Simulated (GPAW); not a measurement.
Crystal: CdTe.

```
Te Cd
1.0
     0.00000    3.20500    3.20500
     3.20500    0.00000    3.20500
     3.20500    3.20500    0.00000
Te Cd
1 1
Direct
  0.25000 0.25000 0.25000
  0.00000 0.00000 0.00000
```

Base run:

| Item | Value |
| --- | --- |
| Program | GPAW 26.7.0 |
| Functional | BEEF-vdW |
| Potentials or basis | GPAW PAW data sets (gpaw-data 1.2.1) |
| Cutoff | 600 eV |
| Basis | pw |
| k mesh | 6 × 6 × 6 |
| Occupations | fermi-dirac, width 0.05 eV |
| Spin | spin-orbit coupling, no magnetisation |

Its results: band gap on the k mesh 0.67 eV, direct.

**Question.** The run is repeated on the same cell with these changes: functional from BEEF-vdW to TPSS; soc after scf from second variation to second variation without the xc potential. What comes out?

**Answer.** Band gap on the k mesh 0.77 eV, direct.

Caveats: spin-orbit coupling was added after a scalar SCF, so levels and gaps hold it while energy, forces, pressure and moments don't; this program's spin-orbit splittings come out too wide for heavy elements.
